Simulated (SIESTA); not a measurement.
The system is Sb.

```
Sb
1.0
    -4.03001    4.03001    2.02549
     4.03001   -4.03001    2.02549
     4.03001    4.03001   -2.02549
Sb
4
Direct
  0.65126 0.15126 0.80253
  0.15126 0.34874 0.50000
  0.34874 0.84874 0.19747
  0.84874 0.65126 0.50000
```

This isn't the form of Sb at room conditions, which is rhombohedral.

```yaml
Program: SIESTA 5.4.2
Task: single point
Functional: PBEsol
Potentials_or_basis: PseudoDojo 0.4 standard (PBEsol files)
Basis: DZP (energy shift 0.003 Ry; two zetas on semicore shells)
Grid_cutoff: 500 Ry
Energy_shift: 0.003 Ry
k_mesh: 7 × 7 × 7
Occupations: fermi-dirac, width 0.05 eV
Spin: no spin polarisation
```

On this cell: pressure 0.8 GPa; largest force 0.074 eV/Å; band gap on the k mesh none (metal or under the smearing width).

The same run follows on a disturbed copy (atoms moved at random, drawn with an rms of 0.05 Å):

```
Sb
1.0
    -4.03001    4.03001    2.02549
     4.03001   -4.03001    2.02549
     4.03001    4.03001   -2.02549
Sb
4
Direct
  0.64724 0.14869 0.80829
  0.14489 0.34584 0.49574
  0.34758 0.85024 0.19552
  0.85045 0.64785 0.49850
```

Problem. What changes?

Solution. The energy (extrapolated to zero smearing) moves by +2.6 meV/atom; pressure 0.9 GPa; largest force 0.264 eV/Å; band gap on the k mesh none (metal or under the smearing width).

Forces in eV/Å, atoms in the order of the input:
```
Sb  -0.120 -0.063  0.064
Sb  -0.069  0.180  0.002
Sb  -0.037  0.019 -0.049
Sb   0.226 -0.136 -0.017
```

Stress tensor (GPa, compression positive):
```
 0.67  0.31 -0.11
 0.31  0.69 -0.19
-0.11 -0.19  1.23
```

Caveats: the basis of atomic orbitals isn't converged, which shifts pressures, moduli and gaps.
